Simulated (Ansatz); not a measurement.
# TaC5: what a guessed cell relaxes into, part 2 of 2

The task: take a trial cell of TaC5 to zero force and stress.

Ansatz 0.2.0; DFT PBE, scalar-relativistic, plane waves, PAW. The steps go on from the part before.

## (4) Final relaxation

The end of the coarse run is made exact in the group found at a tolerance of 0.06 Å and reduced to its primitive cell.

Contents of input.yaml:

```yaml
crystal:
  lattice:
    - [2.2424785615, 1.2946956011, 3.4989741803]
    - [-2.2424785615, 1.2946956011, 3.4989741803]
    - [0.0, -2.5893912022, 3.4989741803]
  atoms:
    - { symbol: Ta, position: [0.0, 0.0, 0.0] }
    - { symbol: C, position: [0.7977986072, 0.7977986072, 0.7977986072] }
    - { symbol: C, position: [0.5, 0.1367053376, 0.8632946624] }
    - { symbol: C, position: [0.8632946624, 0.5, 0.1367053376] }
    - { symbol: C, position: [0.1367053376, 0.8632946624, 0.5] }
    - { symbol: C, position: [0.2022013928, 0.2022013928, 0.2022013928] }
basis:
  ecutwfc: 420
kpoints:
  mp_grid: { grid: [12, 12, 12] }
hamiltonian:
  xc: pbe
scf:
  occupations: { method: gaussian, width: 0.1 }
output:
  forces: true
  stress: true
  eigenvalues: true
  write_density: true
  write_potential: true
  elf: true
  volumetric_format: npy
relax:
  adjacent_minimum: "off"
  f_tol: 0.01
  max_steps: 80
  cell: { stress_tol: 0.05 }
```

Command:

```console
$ ansatz run input.yaml --threads 1 --pin off --max-ram 2560MiB --backend cpu --events-out ev --progress --plain --runs-dir out
```

What it wrote:

```text
Warning: RAYON_NUM_THREADS=1 ignored (pool sized by the plan → 1); use --threads N
Engine: ansatz 0.2.0, x86_64-unknown-linux-gnu
Pseudopotentials: kind: paw
Pseudopotential: Ta, paw, valence charge 13, recommended cutoff 420 eV (normal), Ta.paw.azcp
Pseudopotential: C, paw, valence charge 4, recommended cutoff 420 eV (normal), C.paw.azcp
Functional definition: PBE
  parameter kappa = 0.804
  parameter beta = 0.06672455060314922
  exchange = pbe_x(kappa = kappa, mu = beta*pi^2/3)
  correlation = pbe_c(beta = beta)
Crystal: 6 atoms, lattice volume = 60.952 Å³
Basis set: ecut = 420 eV, 1205 PW (Γ), exchange–correlation on 60×60×60 points (8 copies of the dense FFT grid, shifted against one another)
Bands: 23, of which v1, the nominal top of the filled ones, is band 17 counted from 1 (16 counted from 0)
Symmetry: 6 space group operations
Space group: R32 (ITA 155), of the structure as read, at distance tolerance 3.9e-5 Å
k-points: 189 of 1728 (time reversal used)
Non-local potential: Ta, projectors of the file, l = 0: 3, l = 1: 2, l = 2: 2, l = 3: 1
Non-local potential: C, projectors of the file, l = 0: 2, l = 1: 2, l = 2: 1
PAW form: soft (Blöchl's): semilocal exchange-correlation on the pseudo side does not see the compensation charge
PAW one-centre angular grid: Ta, 590 points (default); XC on 64 Gauss nodes
PAW one-centre angular grid: C, 110 points (default); XC on 64 Gauss nodes
Initial density: superposition of atomic densities (neutral atoms: chi_scale 0, normalization atom), corrected by the library's trained network
Initial wavefunctions: pseudopotential atomic-orbital guess
Functional: x = pbe(κ = 0.804, μ = 0.2195149727645171), c = pbe(β = 0.06672455060314922)
SCF iter   1: F=—  HF=-11178.677728 eV  |F-HF|=—  |Δ(HF+E_count)|=         —  Δρ=1.53e-2  dr2=2.44e-1  ethr=1.77e-3  ⟨swp⟩=5.9  Hψ=21309  notcnv=0
preconditioner: auto → Kerker (q_TF=auto, 2.463 Å⁻¹)  [metal: Δε(μ)=0.006 eV  Ē_g=10.540 eV  σ=0.100 eV  W_gap=0.04  n_scr=14 (ndim 8)  ℏωp=23.8 eV  f_vac=0.000  D(μ)=3.89/eV (n_scr^D=44)]
SCF iter   2: F=—  HF=-11178.647257 eV  |F-HF|=—  |Δ(HF+E_count)|=   3.05e-2  Δρ=7.72e-3  dr2=6.87e-2  ethr=7.40e-4  ⟨swp⟩=1.0  Hψ=5860  notcnv=0
SCF iter   3: F=—  HF=-11178.633792 eV  |F-HF|=—  |Δ(HF+E_count)|=   1.35e-2  Δρ=1.57e-3  dr2=2.86e-3  ethr=2.08e-4  ⟨swp⟩=2.6  Hψ=5949  notcnv=0
SCF iter   4: F=—  HF=-11178.633471 eV  |F-HF|=—  |Δ(HF+E_count)|=   3.22e-4  Δρ=5.02e-4  dr2=2.08e-4  ethr=8.66e-6  ⟨swp⟩=2.6  Hψ=6760  notcnv=0
SCF iter   5: F=—  HF=-11178.633527 eV  |F-HF|=—  |Δ(HF+E_count)|=   5.67e-5  Δρ=1.46e-4  dr2=2.11e-5  ethr=6.29e-7  ⟨swp⟩=2.7  Hψ=6476  notcnv=0
SCF iter   6: F=—  HF=-11178.633537 eV  |F-HF|=—  |Δ(HF+E_count)|=   9.74e-6  Δρ=3.28e-5  dr2=8.45e-7  ethr=6.39e-8  ⟨swp⟩=2.0  Hψ=5519  notcnv=0  defer=5
SCF iter   7: F=-11178.633538 eV  HF=-11178.633538 eV  |F-HF|=1.71e-8  |Δ(HF+E_count)|=   5.12e-7  Δρ=5.81e-6  dr2=2.28e-8  ethr=3.03e-10  ⟨swp⟩=15.0  Hψ=33598  notcnv=0
SCF 1 converged in 7 iterations: F = -11178.633538 eV  dr2 = 2.28e-8
relax step   1: F+E_penalty+E_count = -11178.63353756 eV  Δ(F+E_penalty+E_count) = +0.000e0 eV  max|allowed force component| = 6.468e-2 eV/Å  Δτ_max = 0.0000 Å  P = -0.206 GPa  Ω = 60.952 Å³  (7 SCF iters, dr2 threshold 1.00e-7 eV, accepted)
Crystal: 6 atoms, lattice volume = 60.921 Å³
Initial density: handed on by an earlier stage of this run
Initial wavefunctions: those handed on with the density
iter 1 solved again at ethr=2.37e-7 eV; its pass at ethr=3.10e-3 eV (dr2=7.83e-5 eV) is discarded
SCF iter   1: F=—  HF=-11178.633874 eV  |F-HF|=—  |Δ(HF+E_count)|=         —  Δρ=3.84e-4  dr2=7.43e-5  ethr=2.37e-7  ⟨swp⟩=2.2  Hψ=25004  notcnv=0
preconditioner: auto → Kerker (q_TF=auto, 2.463 Å⁻¹)  [metal: Δε(μ)=0.007 eV  Ē_g=10.651 eV  σ=0.100 eV  W_gap=0.04  n_scr=14 (ndim 8)  ℏωp=23.8 eV  f_vac=0.000  D(μ)=3.81/eV (n_scr^D=44)]
SCF iter   2: F=—  HF=-11178.633858 eV  |F-HF|=—  |Δ(HF+E_count)|=   1.56e-5  Δρ=2.02e-4  dr2=2.22e-5  ethr=2.25e-7  ⟨swp⟩=1.1  Hψ=4370  notcnv=0
iter 3 did not close the SCF: its close was put off for the readings that it lacked (scf_convergence_deferred on its scf_iter line)
SCF iter   3: F=-11178.633851 eV  HF=-11178.633851 eV  |F-HF|=2.87e-8  |Δ(HF+E_count)|=   7.39e-6  Δρ=2.15e-5  dr2=3.16e-7  ethr=6.74e-8  ⟨swp⟩=2.0  Hψ=6526  notcnv=0
iter 4 did not close the SCF: its close was put off for the readings that it lacked (scf_convergence_deferred on its scf_iter line)
SCF iter   4: F=-11178.633851 eV  HF=-11178.633851 eV  |F-HF|=6.33e-10  |Δ(HF+E_count)|=   3.37e-8  Δρ=7.78e-6  dr2=5.62e-8  ethr=9.57e-10  ⟨swp⟩=2.6  Hψ=7269  notcnv=0
iter 5 did not close the SCF: its close was put off for the readings that it lacked (scf_convergence_deferred on its scf_iter line)
SCF iter   5: F=-11178.633851 eV  HF=-11178.633851 eV  |F-HF|=1.02e-9  |Δ(HF+E_count)|=   8.09e-9  Δρ=1.89e-6  dr2=2.31e-9  ethr=1.70e-10  ⟨swp⟩=2.1  Hψ=5855  notcnv=0
SCF iter   6: F=-11178.633851 eV  HF=-11178.633851 eV  |F-HF|=4.18e-11  |Δ(HF+E_count)|=   1.50e-9  Δρ=5.01e-7  dr2=1.84e-10  ethr=7.01e-12  ⟨swp⟩=6.0  Hψ=24316  notcnv=0
SCF 2 converged in 6 iterations: F = -11178.633851 eV  dr2 = 1.84e-10
relax step   2: F+E_penalty+E_count = -11178.63385086 eV  Δ(F+E_penalty+E_count) = -3.133e-4 eV  max|allowed force component| = 1.301e-2 eV/Å  Δτ_max = 0.0019 Å  P = -0.027 GPa  Ω = 60.921 Å³  energy of the carried Pulay correction = +8.712e-5 eV  (6 SCF iters, dr2 threshold 6.00e-7 eV, accepted)
Crystal: 6 atoms, lattice volume = 60.927 Å³
iter 1 solved again at ethr=1.85e-8 eV; its pass at ethr=3.10e-3 eV (dr2=6.09e-6 eV) is discarded
SCF iter   1: F=—  HF=-11178.633847 eV  |F-HF|=—  |Δ(HF+E_count)|=         —  Δρ=1.27e-4  dr2=4.77e-6  ethr=1.85e-8  ⟨swp⟩=2.8  Hψ=25196  notcnv=0
preconditioner: auto → Kerker (q_TF=auto, 2.463 Å⁻¹)  [metal: Δε(μ)=0.007 eV  Ē_g=10.650 eV  σ=0.100 eV  W_gap=0.04  n_scr=14 (ndim 8)  ℏωp=23.8 eV  f_vac=0.000  D(μ)=3.81/eV (n_scr^D=44)]
SCF iter   2: F=—  HF=-11178.633849 eV  |F-HF|=—  |Δ(HF+E_count)|=   1.50e-6  Δρ=6.73e-5  dr2=1.37e-6  ethr=1.45e-8  ⟨swp⟩=1.0  Hψ=4355  notcnv=0
SCF iter   3: F=—  HF=-11178.633848 eV  |F-HF|=—  |Δ(HF+E_count)|=   3.04e-7  Δρ=5.45e-6  dr2=1.52e-8  ethr=4.15e-9  ⟨swp⟩=2.1  Hψ=6186  notcnv=0
iter 4 did not close the SCF: its close was put off for the readings that it lacked (scf_convergence_deferred on its scf_iter line)
SCF iter   4: F=-11178.633848 eV  HF=-11178.633848 eV  |F-HF|=8.00e-11  |Δ(HF+E_count)|=   4.78e-9  Δρ=1.52e-6  dr2=1.82e-9  ethr=4.61e-11  ⟨swp⟩=2.1  Hψ=6031  notcnv=0
iter 5 did not close the SCF: its close was put off for the readings that it lacked (scf_convergence_deferred on its scf_iter line)
SCF iter   5: F=-11178.633848 eV  HF=-11178.633848 eV  |F-HF|=1.64e-11  |Δ(HF+E_count)|=  3.47e-10  Δρ=4.04e-7  dr2=1.19e-10  ethr=5.51e-12  ⟨swp⟩=2.0  Hψ=6295  notcnv=0
SCF iter   6: F=-11178.633848 eV  HF=-11178.633848 eV  |F-HF|=5.46e-12  |Δ(HF+E_count)|=  1.46e-11  Δρ=1.42e-7  dr2=1.84e-11  ethr=1.00e-12  ⟨swp⟩=5.2  Hψ=20800  notcnv=0
SCF 3 converged in 6 iterations: F = -11178.633848 eV  dr2 = 1.84e-11
relax step   3: F+E_penalty+E_count = -11178.63384843 eV  Δ(F+E_penalty+E_count) = +2.436e-6 eV  max|allowed force component| = 2.315e-3 eV/Å  Δτ_max = 0.0009 Å  P = -0.019 GPa  Ω = 60.927 Å³  energy of the carried Pulay correction = +6.938e-5 eV  (6 SCF iters, accepted)
Initial wavefunctions: pseudopotential atomic-orbital guess (no wavefunctions were taken with the density)
iter 1 solved again at ethr=1.15e-7 eV; its pass at ethr=3.10e-3 eV (dr2=3.79e-5 eV) is discarded
SCF iter   1: F=—  HF=-11178.633787 eV  |F-HF|=—  |Δ(HF+E_count)|=         —  Δρ=2.03e-6  dr2=6.19e-10  ethr=1.15e-7  ⟨swp⟩=3.8  Hψ=33197  notcnv=0
eigensolver tolerance schedule: the retry pair's looser diagonalisation over-reported the residual by 61219.35 of it (diagonalisation noise at an unbounded share of the residual, at the tolerance the schedule requests for it); recorded, not acted on — ethr = c·dr2/N_el stays at c = 1.0e-1
SCF iter   2: F=—  HF=-11178.633790 eV  |F-HF|=—  |Δ(HF+E_count)|=   2.96e-6  Δρ=1.12e-6  dr2=1.26e-10  ethr=1.87e-12  ⟨swp⟩=3.8  Hψ=12107  notcnv=0
iter 3 did not close the SCF: its close was put off for the readings that it lacked (scf_convergence_deferred on its scf_iter line)
SCF iter   3: F=-11178.633790 eV  HF=-11178.633790 eV  |F-HF|=4.37e-11  |Δ(HF+E_count)|=  3.09e-10  Δρ=3.88e-7  dr2=1.31e-11  ethr=1.00e-12  ⟨swp⟩=1.0  Hψ=4347  notcnv=0
iter 4 did not close the SCF: its close was put off for the readings that it lacked (scf_convergence_deferred on its scf_iter line)
SCF iter   4: F=-11178.633790 eV  HF=-11178.633790 eV  |F-HF|=5.46e-12  |Δ(HF+E_count)|=  4.55e-11  Δρ=3.69e-8  dr2=7.97e-13  ethr=1.00e-12  ⟨swp⟩=1.0  Hψ=4347  notcnv=0
iter 5 did not close the SCF: its close was put off for the readings that it lacked (scf_convergence_deferred on its scf_iter line)
SCF iter   5: F=-11178.633790 eV  HF=-11178.633790 eV  |F-HF|=7.28e-12  |Δ(HF+E_count)|=  3.64e-12  Δρ=1.46e-8  dr2=2.04e-13  ethr=1.00e-12  ⟨swp⟩=1.0  Hψ=4347  notcnv=0
iter 6 did not close the SCF: its close was put off for the readings that it lacked (scf_convergence_deferred on its scf_iter line)
SCF iter   6: F=-11178.633790 eV  HF=-11178.633790 eV  |F-HF|=7.28e-12  |Δ(HF+E_count)|=  1.82e-12  Δρ=6.16e-9  dr2=2.60e-14  ethr=1.00e-12  ⟨swp⟩=1.0  Hψ=4347  notcnv=0
SCF iter   7: F=-11178.633790 eV  HF=-11178.633790 eV  |F-HF|=5.46e-12  |Δ(HF+E_count)|=  5.46e-12  Δρ=3.06e-9  dr2=6.32e-15  ethr=1.00e-12  ⟨swp⟩=3.1  Hψ=13030  notcnv=0
SCF 4 converged in 7 iterations: F = -11178.633790 eV  dr2 = 6.32e-15
relax step   4: F+E_penalty+E_count = -11178.63378991 eV  Δ(F+E_penalty+E_count) = +5.851e-5 eV  max|allowed force component| = 2.317e-3 eV/Å  Δτ_max = 0.0000 Å  P = -0.021 GPa  Ω = 60.927 Å³  stress off target by 3.56e-2 GPa  SCF on the basis re-selected at this cell (its energy is not comparable with the rows above)  (7 SCF iters)
basis re-selected at this cell: Δ(F+E_penalty+E_count) = +5.851e-5 eV, ΔP = -0.002 GPa vs the last step (what re-selecting the basis moved, of the pressure what is left beyond the Pulay correction that the steps carried, after the strain that the cell walked since its last selection, with what the two solves' SCF thresholds leave and, on support functions, any second-order correction that the steps lacked; it is no measure of the basis error at this ecutwfc). This SCF's stress stands 3.56e-2 GPa from its target on what of the cell is left free (relax.cell.stress_tol is 5.00e-2 GPa) and its largest allowed force component is 2.32e-3 eV/Å (relax.f_tol is 1.00e-2 eV/Å): within both
SCF converged after 7 iterations
Free energy (F): -11178.633790 eV
Harris-Foulkes:  -11178.633790 eV  (|F-HF|=5.46e-12)
Internal energy: -11178.614748 eV  (E = F + TS)
E sigma→0 (E₀):  -11178.624269 eV
Entropy (-TS):   -0.019042 eV (-3.174 meV/atom)
Fermi energy:    10.800000 eV
--- Per-component energies (eV) ---
  E_band       = -176.000985
  E_kinetic    = 812.487164
  E_local      = -1477.523117  (includes V_loc(G=0)·N_el)
  E_nonlocal   = 149.475100
  E_hartree    = 491.503478
  E_xc         = -456.181105
  E_vxc        = -498.435108  (∫ρ·V_xc dr)
  E_paw        = -8891.702841  (= ΣΔE_a)
  E_vpaw       = -145.012187  (= ΣTr[D̂ρ^β])
  E_aug_tail   = 0.000204  (compensation charges beyond the density's cutoff)
  E_ewald      = -1806.673631
  E_smearing   = -0.019042  (= −TS)
  E_closure    = 0.000000  (closes the sum)
  Σ components = -11178.633790   (vs F -11178.633790, Δ=0.00e0)
--- Forces (eV/Å), atoms counted from 1 ---
  atom   1  Ta     0.00000000     0.00000000    -0.00000000
  atom   2  C      0.00000000    -0.00000000     0.00185827
  atom   3  C      0.00115860    -0.00200676    -0.00000000
  atom   4  C      0.00115860     0.00200676     0.00000000
  atom   5  C     -0.00231721     0.00000000     0.00000000
  atom   6  C      0.00000000     0.00000000    -0.00185827
  max |Σ_I F_I| component: 3.49e-16 eV/Å
--- Stress (GPa, compression-positive) ---
       -0.035585      -0.000000       0.000000
       -0.000000      -0.035585       0.000000
        0.000000       0.000000       0.009515
  P = ⅓ Tr σ = -0.0206 GPa (-0.206 kbar)
--- Band table (eV; the first three rows and the last of 189) ---
  k-point 0: bands = ["-57.7931", "-24.6078", "-24.3063", "-24.3063", "-8.0128", "-2.6500", "-1.6893", "-1.6893", "3.0527", "3.0527", "5.3444", "5.3696", "8.0671", "8.0671", "8.8551", "10.6181", "10.6181", "13.5693", "13.5693", "14.1140", "14.1140", "14.3200", "14.7004"]
  k-point 1: bands = ["-57.7931", "-24.6088", "-24.3073", "-24.3063", "-7.9642", "-2.9739", "-1.7134", "-1.3505", "2.9873", "3.1122", "5.3028", "5.4532", "7.9637", "8.1247", "8.9329", "10.3955", "10.6040", "13.2759", "13.5620", "13.9085", "14.0592", "14.7566", "15.0770"]
  k-point 2: bands = ["-57.7931", "-24.6117", "-24.3099", "-24.3066", "-7.8237", "-3.5171", "-1.7770", "-0.7719", "2.8416", "3.2779", "5.2369", "5.5598", "7.7994", "8.2381", "9.0893", "9.9347", "10.5297", "12.9123", "13.4167", "13.8116", "13.9902", "15.1755", "15.9392"]
  k-point 188: bands = ["-57.7928", "-24.6601", "-24.3145", "-24.3145", "-6.8122", "-3.6222", "-1.1306", "-1.1306", "1.9795", "2.5063", "2.5063", "7.1322", "7.1322", "8.0201", "9.4293", "10.6817", "10.6817", "11.7786", "13.6090", "13.6090", "16.2610", "16.2610", "16.7214"]
--- Relaxed structure (3 steps of the walk, 3 accepted, 1 SCFs on fresh bases) ---
  F+E_penalty+E_count = -11178.63378991 eV   max|allowed force component| = 2.317e-3 eV/Å   (the final SCF, on the basis selected at the relaxed cell)
  cell:  # Å, volume = 60.9270 Å³
    - [2.2423296043513727, 1.294609600684132, 3.4980065111687004]
    - [-2.2423296043513727, 1.294609600684132, 3.4980065111687004]
    - [-4.4412223578058815e-20, -2.5892192013682642, 3.4980065111687004]
  atoms:
    - { symbol: Ta, position: [-4.0528644104645437e-22, -8.256578003132345e-21, 3.497483320754103e-21] }
    - { symbol: C, position: [0.7980705450678189, 0.7980705450678189, 0.798070545067819] }
    - { symbol: C, position: [0.49999999999999994, 0.1370215328968007, 0.8629784671031993] }
    - { symbol: C, position: [0.8629784671031993, 0.5, 0.13702153289680064] }
    - { symbol: C, position: [0.13702153289680075, 0.8629784671031991, 0.49999999999999994] }
    - { symbol: C, position: [0.20192945493218076, 0.20192945493218076, 0.20192945493218073] }
```

Run time: 4.7 min. Hardware: 1 thread of Intel Xeon at 2.50GHz (Skylake/Cascade Lake), shared host; peak memory 0.58 GiB.

Relaxation path:

| step | E - E(step 1) (eV/cell) | largest force component (eV/Å) | pressure (GPa) | volume (Å³) |
| --- | --- | --- | --- | --- |
| 1 | 0.0000 | 0.0647 | -0.21 | 60.95 |
| 2 | -0.0003 | 0.0130 | -0.03 | 60.92 |
| 3 | -0.0003 | 0.0023 | -0.02 | 60.93 |
| 4 | -0.0003 | 0.0023 | -0.02 | 60.93 |

Step 1 is the start. Step 4 repeats the geometry before it on a plane-wave basis chosen anew for that cell, so its energy need not be comparable with the rows above.

Lengths and angles in the start's conventional setting:

|  | before | after | change |
| --- | --- | --- | --- |
| a (Å) | 4.485 | 4.485 | 0.0 % |
| b (Å) | 4.485 | 4.485 | 0.0 % |
| c (Å) | 10.497 | 10.494 | 0.0 % |
| volume (Å³/atom) | 10.16 | 10.15 | 0.0 % |
| shortest distance (Å) | 1.480 | 1.480 | 0.0 % |
| space group (0.01 Å) | R32 | R32 | same |

Forces and stress were held to the start's 6 operations: a distortion of lower symmetry was not tested.

The maps below are laid out on this run's own conventional cell (a, b, c = 4.485, 4.485, 10.494 Å).

Density in a lattice plane of the grid's cell (edges 4.48 and 10.49 Å, at 0.000 of the third edge), which holds Ta and C.

Ten even steps from ' ' (0.04 e/Å³) to '@' (4.30 e/Å³):
```
@@++..          ..**
....        ........
::::      ..--==--::
----..      ::----==
::..          ......
                    
                    
                    
          ..::::    
          ::--==..  
          ..::::    
                    
                    
                    
::..          ......
----..      ::----==
::::      ..--==--::
....        ........
@@++..          ..**
##@@::          ::@@
```
Columns run along the first of these edges and rows up along the second, over one cell in 10 and 20 even steps from the bottom left corner. Atoms in the plane (fractional): Ta at (0.00, 0.00), C at (0.00, 0.80), C at (0.67, 0.83), C at (0.70, 0.17), C at (0.64, 0.50), C at (0.00, 0.20).

ELF in the same plane.

Ten even steps from ' ' (0.00) to '@' (0.87):
```
####::..  ..--==--##
--::..    --%%%%##--
****--  ..****::%%%%
  ++==....%%%%++@@##
##%%==....**%%####%%
##++::....::--::::++
      ............  
        ..--**##++..
  ....  ::**##%%@@--
......  ::**  ==@@++
  ....  ::**##%%@@--
        ..--**##++..
      ............  
##++::....::--::::++
##%%==....**%%####%%
  ++==....%%%%++@@##
****--  ..****::%%%%
--::..    --%%%%##--
####::..  ..--==--##
  ##**..    ....++**
```
Columns run along the first of these edges and rows up along the second, over one cell in 10 and 20 even steps from the bottom left corner. Atoms in the plane (fractional): Ta at (0.00, 0.00), C at (0.00, 0.80), C at (0.67, 0.83), C at (0.70, 0.17), C at (0.64, 0.50), C at (0.00, 0.20).

Both are smooth fields of the valence electrons: close to the nuclei they are not physical.

The highest ELF values outside the cores: 0.90 on the C–C line, 0.7 Å from C; 0.88 beside C, off the lines to its neighbours, 0.7 Å from C.

## (5) What came out

The summary covers parts 1 to 2. Changes of volume or cell count from the first structure of part 1.

| quantity | value |
| --- | --- |
| symmetry at the end (tolerance 0.05 Å) | space group R32 (No. 155) |
| conventional cell | a = 4.485 Å, b = 4.485 Å, c = 10.494 Å, α = 90.00°, β = 90.00°, γ = 120.00° |
| volume | 10.15 Å³/atom |
| energy over the elements | +1.39 eV/atom |
| gap on the mesh | none (metal) |

**Reading.** The space group R32 (No. 155) is kept, and the volume per atom shrinks by 12.4 % from the first guess. With a positive formation energy it can't be a ground state. No finished test with a distortion of lower symmetry is shown, so the end may be a saddle point. The runs treat Ta without spin-orbit coupling.
